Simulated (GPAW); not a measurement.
GaN: band structure with PBE

**What was measured.**

A printed reference work, textbook reports, for a bulk crystal of GaN at 0 K: band gap 3.299 eV (direct).

The system is GaN.

```
CELL_PARAMETERS angstrom
3.18693 0.00000 0.00000
1.59347 2.75996 0.00000
1.59347 0.91999 2.60212
ATOMIC_POSITIONS crystal
Ga 0.00000 0.00000 0.00000
N 0.25000 0.25000 0.25000
```

The cell is a database's computed one.

```yaml
Program: GPAW 26.7.0
Task: band structure
Functional: PBE
Potentials_or_basis: GPAW PAW data sets (gpaw-data 1.2.1)
Basis: fd
Grid_spacing: 0.16 Å
k_mesh: 10 × 10 × 10
Occupations: fermi-dirac, width 0.05 eV
Spin: no spin polarisation
Maxiter: 150
Band_path: GXWKGLUWLK,UX
Band_points: 60
```

The band gap on the k mesh is 1.86 eV, direct and the band gap along the path is 1.86 eV, direct.

Levels at the corners of the path, in eV from the valence-band top:
| point | band 2 | band 3 | band 4 | band 5 | band 6 |
| --- | --- | --- | --- | --- | --- |
| Γ | -0.01 | -0.01 | 0.00 | 1.86 | 10.41 |
| X | -6.17 | -2.65 | -2.65 | 3.40 | 6.76 |
| W | -5.62 | -3.75 | -3.57 | 6.30 | 8.50 |
| K | -5.82 | -4.25 | -2.14 | 5.07 | 7.97 |
| Γ | -0.01 | -0.01 | 0.00 | 1.86 | 10.41 |
| L | -6.97 | -0.96 | -0.96 | 4.76 | 8.81 |
| U | -5.82 | -4.25 | -2.14 | 5.07 | 7.97 |
| W | -5.62 | -3.75 | -3.57 | 6.30 | 8.50 |
| L | -6.97 | -0.96 | -0.96 | 4.76 | 8.81 |
| K | -5.82 | -4.25 | -2.14 | 5.07 | 7.97 |
| U | -5.82 | -4.25 | -2.14 | 5.07 | 7.97 |
| X | -6.17 | -2.65 | -2.65 | 3.40 | 6.76 |

It took 38 s on 1 thread of Arm Neoverse V2, with other jobs on the host, peak memory 0.34 GiB.

Against the measured gap of GaN, 3.299 eV (direct; 0 K; a printed reference work, textbook), the calculated 1.86 eV is off by -1.44 eV. Spin-orbit coupling on Ga is left out. The value is that of PBE, without temperature or zero-point motion. Semilocal functionals fall short of measured gaps as a rule. The cell is a database's relaxed one, not the measured one, which moves gaps too.
